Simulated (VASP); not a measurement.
Write the native input for VASP 6.6.1 that does the following.

| Item | Value |
| --- | --- |
| Task | band structure |
| Functional | r2SCAN-EpsX |
| Potentials or basis | VASP PAW PBE potentials, release 64 (As, B) |
| Cutoff | 520 eV |
| k mesh | 5 × 5 × 5 |
| Occupations | fermi-dirac, width 0.05 eV |
| Spin | no spin polarisation |
| Grid for exact exchange (PRECFOCK) | Fast |
| Exchange at q = 0 | default |
| Share of exact exchange | 0.1013 |
| Further INCAR settings | ALGO = Normal; EDIFF = 1e-07; NBANDS = 11 |

BAs:

```xyz
2
Lattice="0.0000 2.3885 2.3885 2.3885 0.0000 2.3885 2.3885 2.3885 0.0000" Properties=species:S:1:pos:R:3 pbc="T T T"
As    3.5827    3.5827    3.5827
B     0.0000    0.0000    0.0000
```

One way to write it, as run:

POSCAR

```
BAs
1.0
    0.0000000000      2.3885000000      2.3885000000
    2.3885000000      0.0000000000      2.3885000000
    2.3885000000      2.3885000000      0.0000000000
As B
1 1
Direct
    0.7500000000      0.7500000000      0.7500000000
    0.0000000000      0.0000000000      0.0000000000
```

INCAR.step1

```
  ALGO = Normal
  EDIFF = 1E-8
  ENCUT = 520
  GGA = PE
  ISIF = 2
  ISMEAR = -1
  LASPH = True
  LCHARG = False
  LEPSILON = True
  LREAL = False
  LWAVE = False
  NELM = 80
  PREC = Accurate
  SIGMA = 0.05
```

KPOINTS.step1

```
Automatic mesh
0
G
  10 10 10
  0 0 0
```

INCAR.step2

```
  ALGO = Normal
  EDIFF = 1E-5
  ENCUT = 520
  GGA = PE
  ISIF = 2
  ISMEAR = -1
  LASPH = True
  LCHARG = False
  LREAL = False
  LWAVE = True
  NBANDS = 11
  NELM = 80
  PREC = Accurate
  SIGMA = 0.05
```

KPOINTS.step2

```
k-points
0
Gamma
  5 5 5
```

INCAR.step3

```
  AEXX = 0.1013
  ALGO = Normal
  EDIFF = 1E-7
  ENCUT = 520
  ISIF = 2
  ISMEAR = -1
  ISTART = 1
  LASPH = True
  LCHARG = False
  LHFCALC = True
  LMIXTAU = True
  LREAL = False
  LWAVE = False
  METAGGA = R2SCAN
  NBANDS = 11
  NELM = 80
  PREC = Accurate
  PRECFOCK = Fast
  SIGMA = 0.05
```

KPOINTS.step3

```
k-points
0
Gamma
  5 5 5
```

KPOINTS_OPT

```
path GXWKGLUWLK,UX
10
line-mode
reciprocal
 0.0000000000  0.0000000000  0.0000000000  G
 0.5000000000  0.0000000000  0.5000000000  X

 0.5000000000  0.0000000000  0.5000000000  X
 0.5000000000  0.2500000000  0.7500000000  W

 0.5000000000  0.2500000000  0.7500000000  W
 0.3750000000  0.3750000000  0.7500000000  K

 0.3750000000  0.3750000000  0.7500000000  K
 0.0000000000  0.0000000000  0.0000000000  G

 0.0000000000  0.0000000000  0.0000000000  G
 0.5000000000  0.5000000000  0.5000000000  L

 0.5000000000  0.5000000000  0.5000000000  L
 0.6250000000  0.2500000000  0.6250000000  U

 0.6250000000  0.2500000000  0.6250000000  U
 0.5000000000  0.2500000000  0.7500000000  W

 0.5000000000  0.2500000000  0.7500000000  W
 0.5000000000  0.5000000000  0.5000000000  L

 0.5000000000  0.5000000000  0.5000000000  L
 0.3750000000  0.3750000000  0.7500000000  K

 0.6250000000  0.2500000000  0.6250000000  U
 0.5000000000  0.0000000000  0.5000000000  X
```

Potentials or basis: VASP PAW PBE potentials, release 64 (As, B).

The run is started by

```sh
$ cat potpaw_PBE.64/As/POTCAR potpaw_PBE.64/B/POTCAR > POTCAR
$ cp INCAR.step1 INCAR
$ cp KPOINTS.step1 KPOINTS
$ mpirun -np 1 vasp_std > vasp.out
$ cp INCAR.step2 INCAR
$ cp KPOINTS.step2 KPOINTS
$ mpirun -np 1 vasp_std > vasp.out
$ cp INCAR.step3 INCAR
$ cp KPOINTS.step3 KPOINTS
$ mpirun -np 1 vasp_std > vasp.out
```

It gave:

```json
{
  "Pressure": "-0.1 GPa",
  "Band gap on the k mesh": "1.89 eV, indirect (least direct gap 4.03 eV)"
}
```

Caveat: the k mesh is coarse (spacing up to 0.46 Å⁻¹), so the values aren't converged, least of all with exact exchange; an unscreened hybrid on a path of extra k points without a Coulomb cutoff has errors near the mesh points, so the bands along the path aren't reliable; the PAW data sets were made with another functional, which shifts forces and pressure a little; an odd mesh through Γ misses points on the zone boundary, where band edges often lie.

It took 18 min on 1 thread of AMD EPYC 7R13 Processor (Zen 3), on a shared host, peak memory 0.22 GiB.
